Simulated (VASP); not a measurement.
# ZrN (Fm-3m) in VASP: optical spectrum with PBE

Aim: the optical spectrum of ZrN with PBE.

Program: VASP 6.6.1. These are calculated values, not measurements. Logs are shortened: lines on timing, memory, paths and dates and some standing lists are left out, and cuts for length are marked.

## (1) The crystal as given

The structure is cubic, space group Fm-3m (No. 225). Conventional cell: a = 4.575 Å, b = 4.575 Å, c = 4.575 Å, α = 90.00°, β = 90.00°, γ = 90.00°. Zr (site symmetry m-3m) has 6 N at 2.29 Å as nearest neighbours. Around N (site symmetry m-3m) lie 6 Zr at 2.29 Å.

The cell was built by a generator and isn't the measured one.

## (2) Optical spectrum, PBE

The input, INCAR:

```
PREC = Accurate
ENCUT = 520
EDIFF = 1E-6
ISMEAR = -1
SIGMA = 0.05
LREAL = F
LASPH = T
NELM = 100
ALGO = Fast
ISIF = 2
LWAVE = F
LCHARG = F
GGA = PE
LOPTICS = T
NBANDS = 56
NEDOS = 1000
CSHIFT = 0.05
```

The input, KPOINTS:

```
regular mesh
0
Gamma
  8 8 8
```

The input, POSCAR:

```
ZrN
1.0
    0.0000000000      2.2875000000      2.2875000000
    2.2875000000      0.0000000000      2.2875000000
    2.2875000000      2.2875000000      0.0000000000
Zr N
1 1
Direct
    0.0000000000      0.0000000000      0.0000000000
    0.5000000000      0.5000000000      0.5000000000
```

Potentials or basis: VASP PAW PBE potentials, release 64 (Zr_sv, N).

Command:

```
$ cat potpaw_PBE.64/Zr_sv/POTCAR potpaw_PBE.64/N/POTCAR > POTCAR
$ mpirun -np 1 vasp_std > vasp.out
```

OUTCAR:

```text
PREC = Accurate
   ENCUT = 520
   EDIFF = 1E-6
   ISMEAR = -1
   LREAL = F
   LASPH = T
   NELM = 100
   ISIF = 2
   GGA = PE

 ion  position               nearest neighbor table
   1  0.000  0.000  0.000-   2 2.29   2 2.29   2 2.29   2 2.29   2 2.29   2 2.29
   2  0.500  0.500  0.500-   1 2.29   1 2.29   1 2.29   1 2.29   1 2.29   1 2.29

  LATTYP: Found a face centered cubic cell.
 ALAT       =     4.5750000000

  Lattice vectors:

 A1 = (   0.0000000000,   2.2875000000,   2.2875000000)
 A2 = (   2.2875000000,   0.0000000000,   2.2875000000)
 A3 = (   2.2875000000,   2.2875000000,   0.0000000000)

Analysis of symmetry for initial positions (statically):
=====================================================================
 Subroutine PRICEL returns:
 Original cell was already a primitive cell.

 Routine SETGRP: Setting up the symmetry group for a
 face centered cubic supercell.

 Subroutine GETGRP returns: Found 48 space group operations
 (whereof 48 operations were pure point group operations)
 out of a pool of 48 trial point group operations.

The static configuration has the point symmetry O_h .

Analysis of symmetry for dynamics (positions and initial velocities):
=====================================================================
 Subroutine PRICEL returns:
 Original cell was already a primitive cell.

 Routine SETGRP: Setting up the symmetry group for a
 face centered cubic supercell.

 Subroutine GETGRP returns: Found 48 space group operations
 (whereof 48 operations were pure point group operations)
 out of a pool of 48 trial point group operations.

The dynamic configuration has the point symmetry O_h .

 Subroutine INISYM returns: Found 48 space group operations
 (whereof 48 operations are pure point group operations),
 and found     1 'primitive' translations

----------------------------------------------------------------------------------------

                                     Primitive cell

  volume of cell :      23.9394

  direct lattice vectors                    reciprocal lattice vectors
     0.000000000  2.287500000  2.287500000    -0.218579235  0.218579235  0.218579235
     2.287500000  0.000000000  2.287500000     0.218579235 -0.218579235  0.218579235
     2.287500000  2.287500000  0.000000000     0.218579235  0.218579235 -0.218579235

  length of vectors
     3.235013524  3.235013524  3.235013524     0.378590340  0.378590340  0.378590340

  position of ions in fractional coordinates (direct lattice)
     0.000000000  0.000000000  0.000000000
     0.500000000  0.500000000  0.500000000

  ion indices of the primitive-cell ions
   primitive index   ion index
                 1           1
                 2           2

----------------------------------------------------------------------------------------

 KPOINTS: regular mesh

Automatic generation of k-mesh.
 Grid dimensions read from file:
 generate k-points for:    8    8    8

 Generating k-lattice:

  Cartesian coordinates                     Fractional coordinates (reciprocal lattice)
    -0.027322404  0.027322404  0.027322404     0.125000000  0.000000000  0.000000000
     0.027322404 -0.027322404  0.027322404     0.000000000  0.125000000  0.000000000
     0.027322404  0.027322404 -0.027322404     0.000000000  0.000000000  0.125000000
[... 75 lines left out ...]
   IMIX   =      4    mixing-type and parameters
     AMIX     =   0.40;   BMIX     =  1.00
     AMIX_MAG =   1.60;   BMIX_MAG =  1.00
  volume/ion in A,a.u.               =      11.97        80.78
  Fermi-wavevector in a.u.,A,eV,Ry     =   1.460562  2.760062 29.024516  2.133242
  Thomas-Fermi vector in A             =   2.576997
   LORBIT       =      0    0 simple, 1 ext, 2 COOP (PROOUT), +10 PAW based schemes
   GGA     = PE    functional components
   LHFCALC =     F    Hartree Fock is set to
   AEXX    =    0.0000 exact exchange contribution
   IVDW    =     0    specifies the selected vdW correction
   LEPSILON=     F    determine dielectric tensor
   LRPA    =     F    only Hartree local field effects (RPA)
 non-spin polarized calculation
 RMM-DIIS sequential band-by-band and
  energy-cutoff  :      520.00
  volume of cell :       23.94
 maximum number of plane-waves:       660
   NGX = 13   NGY = 13   NGZ = 13

 number of electron      16.9999999 magnetization

 Free energy of the ion-electron system (eV)
  ---------------------------------------------------
  ext. energy  EPLUGINS =         0.00000000
  ---------------------------------------------------
  free energy    TOTEN  =       -20.35080700 eV

  energy without entropy =      -20.34117379  energy(sigma->0) =      -20.34599040

 E-fermi :  12.0545     XC(G=0): -12.5381

 val. band max:       12.0127774594   @ k =   0.1250   0.0000   0.0000
 cond. band min:      12.0848280547   @ k =   0.3750   0.1250   0.0000
 fundamental gap:      0.0720505954
 Fermi energy:        12.0545240480

 k-point     1 :       0.0000    0.0000    0.0000
  band No.  band energies     occupation
      1     -37.5278      2.00000
      2     -15.1417      2.00000
      3     -15.1417      2.00000
      4     -15.1417      2.00000
      5      -4.2405      2.00000
      6       9.3956      2.00000
[... 541 lines left out ...]
     19      32.6375      0.00000
     20      34.5626      0.00000

 [... further k-points ...]

 [bands above 20 left out]

------------------------ aborting loop because EDIFF is reached ----------------------------------------

  FORCE on cell =-STRESS in cart. coord.  units (eV):
  Direction    XX          YY          ZZ          XY          YZ          ZX
  --------------------------------------------------------------------------------------
  -------------------------------------------------------------------------------------
  Total        0.5652223      0.5652223      0.5652223     -0.0000000      0.0000000      0.0000000
  in kB       37.8282758     37.8282758     37.8282758     -0.0000000      0.0000000      0.0000000
  external PRESSURE =      37.8282758 kB  Pullay stress =       0.0000000 kB

 VOLUME and BASIS-vectors are now :
 -----------------------------------------------------------------------------
  energy-cutoff  :      520.00
  volume of cell :       23.94
      direct lattice vectors                 reciprocal lattice vectors
     0.000000000  2.287500000  2.287500000    -0.218579235  0.218579235  0.218579235
     2.287500000  0.000000000  2.287500000     0.218579235 -0.218579235  0.218579235
     2.287500000  2.287500000  0.000000000     0.218579235  0.218579235 -0.218579235

 POSITION                                       TOTAL-FORCE (eV/Angst)
 -----------------------------------------------------------------------------------
      0.00000      0.00000      0.00000         0.000000      0.000000     -0.000000
      2.28750      2.28750      2.28750        -0.000000     -0.000000      0.000000
 -----------------------------------------------------------------------------------
    total drift:                                0.000000     -0.000000     -0.000000

  FREE ENERGIE OF THE ION-ELECTRON SYSTEM (eV)
  ---------------------------------------------------
  free  energy   TOTEN  =       -20.3508070008 eV

  energy  without entropy=      -20.3411737940  energy(sigma->0) =      -20.34599040

 electrical conductivity sigma (Mega S m-1) (frequency dependency in vasprun.xml)
  --------------------------------------------------------------------------------------
         NaN         NaN         NaN
         NaN         NaN         NaN
         NaN         NaN         NaN

  frequency dependent IMAGINARY DIELECTRIC FUNCTION (independent particle, no local field effects) density-density
     E(ev)      X         Y         Z        XY        YZ        ZX
  --------------------------------------------------------------------------------------------------------------
     0.00000     0.00000     0.00000     0.00000    -0.00000    -0.00000     0.00000
     1.54898     0.00044     0.00044     0.00044    -0.00000     0.00000     0.00000
     3.09796     0.07135     0.07135     0.07135     0.00000     0.00000     0.00000
     4.64694     2.92674     2.92674     2.92674     0.00000    -0.00000     0.00000
     6.19592     9.39991     9.39991     9.39991    -0.00000     0.00000     0.00000
     7.74490     9.49192     9.49192     9.49192     0.00000     0.00000    -0.00000
[... 92 lines left out ...]
   151.80012     0.00000     0.00000     0.00000    -0.00000     0.00000     0.00000
   153.34910     0.00000     0.00000     0.00000    -0.00000     0.00000     0.00000

  frequency dependent      REAL DIELECTRIC FUNCTION (independent particle, no local field effects) density-density
     E(ev)        X           Y           Z          XY          YZ          ZX
  --------------------------------------------------------------------------------------------------------------
     0.00000   442.22180   442.22180   442.22180     0.00000     0.00000     0.00000
     1.54898     1.66358     1.66358     1.66358    -0.00000    -0.00000    -0.00000
     3.09796     7.58829     7.58829     7.58829     0.00000    -0.00000    -0.00000
     4.64694    11.44975    11.44975    11.44975     0.00000     0.00000    -0.00000
     6.19592     6.12684     6.12684     6.12684    -0.00000     0.00000    -0.00000
     7.74490     1.67693     1.67693     1.67693    -0.00000    -0.00000     0.00000
[... 92 lines left out ...]
   151.80012     0.96273     0.96273     0.96273     0.00000    -0.00000     0.00000
   153.34910     0.96353     0.96353     0.96353     0.00000    -0.00000     0.00000

  frequency dependent IMAGINARY DIELECTRIC FUNCTION (independent particle, no local field effects) current-current
     E(ev)      X         Y         Z        XY        YZ        ZX
  --------------------------------------------------------------------------------------------------------------
     0.00000   147.66811   147.66811   147.66811     0.00000     0.00000    -0.00000
     1.54898     0.00060     0.00060     0.00060    -0.00000    -0.00000     0.00000
     3.09796     0.07816     0.07816     0.07816     0.00000     0.00000    -0.00000
     4.64694     2.99042     2.99042     2.99042    -0.00000    -0.00000     0.00000
     6.19592     9.40195     9.40195     9.40195     0.00000     0.00000    -0.00000
     7.74490     9.43621     9.43621     9.43621    -0.00000    -0.00000     0.00000
[... 92 lines left out ...]
   151.80012    -0.00000    -0.00000    -0.00000    -0.00000    -0.00000     0.00000
   153.34910    -0.00000    -0.00000    -0.00000    -0.00000    -0.00000     0.00000

  frequency dependent      REAL DIELECTRIC FUNCTION (independent particle, no local field effects) current-current
     E(ev)        X           Y           Z          XY          YZ          ZX
  --------------------------------------------------------------------------------------------------------------
     0.00000   -54.31350   -54.31350   -54.31350    -0.00000    -0.00000     0.00000
     1.54898     6.29133     6.29133     6.29133    -0.00000    -0.00000     0.00000
     3.09796     8.75608     8.75608     8.75608     0.00000    -0.00000     0.00000
     4.64694    11.88866    11.88866    11.88866     0.00000    -0.00000     0.00000
     6.19592     6.20325     6.20325     6.20325    -0.00000    -0.00000     0.00000
     7.74490     1.67960     1.67960     1.67960    -0.00000     0.00000    -0.00000
[... 92 lines left out ...]
   151.80012     0.96321     0.96321     0.96321    -0.00000     0.00000    -0.00000
   153.34910     0.96399     0.96399     0.96399    -0.00000     0.00000    -0.00000
```

Run time: 32 s. Hardware: 1 thread of AMD EPYC 7R13 (Zen 3), shared host; peak memory 0.14 GiB.

Results:

| Quantity | Value |
| --- | --- |
| Free energy | -20.3508 eV |
| Pressure | 3.8 GPa |
| Band gap on the k mesh | none (metal or under the smearing width) |

Dielectric function (mean over the directions given):
| energy (eV) | real part | imaginary part |
| --- | --- | --- |
| 0.31 | -119.05 | 64.02 |
| 1.24 | -1.67 | 0.00 |
| 2.32 | 5.66 | 0.11 |
| 3.41 | 8.43 | 3.40 |
| 4.34 | 8.59 | 1.97 |
| 5.42 | 7.06 | 8.67 |
| 6.51 | 3.43 | 8.49 |
| 7.44 | 3.53 | 6.59 |
| 8.52 | -0.02 | 10.68 |
| 9.60 | -1.93 | 10.09 |
| 10.53 | -3.00 | 2.60 |
| 11.62 | -1.83 | 1.79 |
| 12.70 | -0.82 | 0.92 |
| 13.63 | -0.15 | 0.63 |
| 14.72 | 0.82 | 1.20 |
| 15.80 | 0.70 | 1.03 |
| 16.73 | 0.53 | 1.44 |
| 17.81 | -0.17 | 1.84 |
| 18.90 | 0.41 | 1.29 |
| 19.98 | 0.16 | 0.94 |

Caveat: spectra need much finer meshes, so this one isn't converged; independent-particle spectra lack excitons; the intraband (Drude) part of a metal's response may be missing.
